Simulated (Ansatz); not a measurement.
# SrO: the cost of one run

Program: Ansatz 0.2.0. Level of theory: DFT PBEsol, all-electron LAPW, scalar-relativistic unless said. These are calculated values, not measurements.

The COD entry's cell or inner coordinates are ideal or old and differ from later refinements, so a difference from it is no clean test against experiment.

**1. The system as given**

It takes space group Fm-3m (No. 225, cubic). Conventional cell: a = 5.123 Å, b = 5.123 Å, c = 5.123 Å, α = 90.00°, β = 90.00°, γ = 90.00°. Sr (site symmetry m-3m) is surrounded by 6 O at 2.56 Å. Around O (site symmetry m-3m) lie 6 Sr at 2.56 Å.

Coordinates:

```cif
data_structure
_symmetry_space_group_name_H-M 'P 1'
_symmetry_Int_Tables_number 1
_cell_length_a 3.6224
_cell_length_b 3.6224
_cell_length_c 3.6224
_cell_angle_alpha 60.000
_cell_angle_beta 60.000
_cell_angle_gamma 60.000
_cell_volume 33.61
loop_
_atom_site_label
_atom_site_type_symbol
_atom_site_fract_x
_atom_site_fract_y
_atom_site_fract_z
_atom_site_occupancy
Sr1 Sr 0.50000 0.50000 0.50000 1
O1 O 0.00000 0.00000 0.00000 1
```

Cartesian axes are those of the input's lattice vectors. The structure goes back to a database entry.

**2. Reference run, fine mesh, LAPW**

input.yaml

```yaml
crystal:
  lattice:
    - [0.0, 2.56144391138, 2.56144391138]
    - [2.56144391138, 0.0, 2.56144391138]
    - [2.56144391138, 2.56144391138, 0.0]
  atoms:
    - { symbol: Sr, position: [0.5, 0.5, 0.5] }
    - { symbol: O, position: [0.0, 0.0, 0.0] }
kpoints:
  mp_grid: { grid: [8, 8, 8] }
scf:
  occupations: { method: fixed }
hamiltonian:
  xc: pbesol
  pseudopotentials: { kind: all_electron, lapw: { basis_error: 0.001 } }
output:
  forces: true
  stress: true
  eigenvalues: true
  eigenstates:
    nscf_kmesh: { grid: [14, 14, 14] }
    de_dk: true
    e_range: [-9, 13.19619687188]
  optics:
    e_range: [0, 30]
    de: 0.2
    sigma: 0.25
    bands: { spectra_wanted_up_to: 30 }
    nscf_kmesh: { grid: [14, 14, 14] }
checkpoint:
  write: ck
  write_wavefunctions: false
```

Launch:

```
ansatz run input.yaml --threads 1 --pin off --max-ram 3072MiB --backend cpu --events-out ev --progress --plain --runs-dir out
```

What time and memory should one allow on 1 thread of Arm Neoverse V1, shared host?

About 75 s, with a peak of 0.34 GiB.
